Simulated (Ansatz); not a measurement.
## Hf3N4: field gradients at two levels of theory

Cell: a Materials Project structure (computed, not necessarily an observed phase), atoms as given.

Space group I-43d (No. 220); a = 6.7151 Å.

```csv
site,Wyckoff,site symmetry,x,y,z
Hf,12b,-4..,0.7500,0.3750,0.5000
N,16c,.3.,0.0668,0.5668,0.9332
```

One atom of each set is listed; the run and its k-mesh use a cell of 14 atoms with edges of 5.82, 5.82, 5.82 Å.

First run. Method: Kohn–Sham DFT in Ansatz, PBE, plane waves and PAW, scalar-relativistic, 420 eV cutoff, Γ-centred 6×6×6 k-points, Fermi–Dirac smearing 0.02 eV.

```csv
site,V_zz (10²¹ V/m²),η
Hf,27.7,0.00
N,0.83,0.00
```

Second run. The same atoms and settings, except that the functional is r2SCAN and the cutoff is 500 eV.

Problem. Given the first result, estimate the second.

Solution. 

```
site  V_zz     η  change of V_zz
  Hf  28.3  0.00           +0.57
   N  0.86  0.00           +0.03
```

The largest change of V_zz is on Hf, from 27.7 to 28.3. In per cent, |V_zz| changes by +2 on Hf, +4 on N (all sites that start above 0.5).

Without spin–orbit coupling the gradients at and beside Hf can be off by some per cent, at some sites by more.
